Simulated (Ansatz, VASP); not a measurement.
**Two plane-wave programs on SiO2**

```
CELL_PARAMETERS angstrom
5.10538 0.00000 0.00000
-2.55269 4.42139 0.00000
0.00000 0.00000 5.58505
ATOMIC_POSITIONS crystal
Si 0.00000 0.50000 0.33333
Si 0.50000 0.50000 0.66667
Si 0.50000 0.00000 0.00000
O 0.58396 0.79198 0.83333
O 0.79198 0.58396 0.50000
O 0.79198 0.20802 0.16667
O 0.41604 0.20802 0.83333
O 0.20802 0.41604 0.50000
O 0.20802 0.79198 0.16667
```

Alike in both runs: functional PBE; k mesh 6 × 6 × 4; occupations gaussian, width 0.02 eV; no spin polarisation.

Ansatz relaxed the structure, and its values are those at the end. VASP's run is a single point on that final structure, the one shown.

```csv
,VASP,Ansatz
version,VASP 6.6.1,Ansatz 0.2.0
potentials or method,"VASP PAW PBE potentials, release 64 (Si, O)","scalar-relativistic, plane waves, PAW"
plane-wave cutoff (eV),520,420
valence electrons in the cell,48,48
```

|  | VASP | Ansatz | Ansatz less VASP |
| --- | --- | --- | --- |
| gap on the k mesh at the Fermi level (eV) | 5.55 | 5.55 | +0.002 |
| least direct gap on the mesh (eV) | 5.73 | 5.73 | -0.001 |
| pressure (GPa) | 0.1 | 0.0 | -0.08 |
| rms of the force components (eV/Å) | 0.006 | 0.000 | -0.0057 |

A k mesh can miss the band edges. Expect the measured gap to be larger: semilocal functionals such as PBE lack the derivative discontinuity.
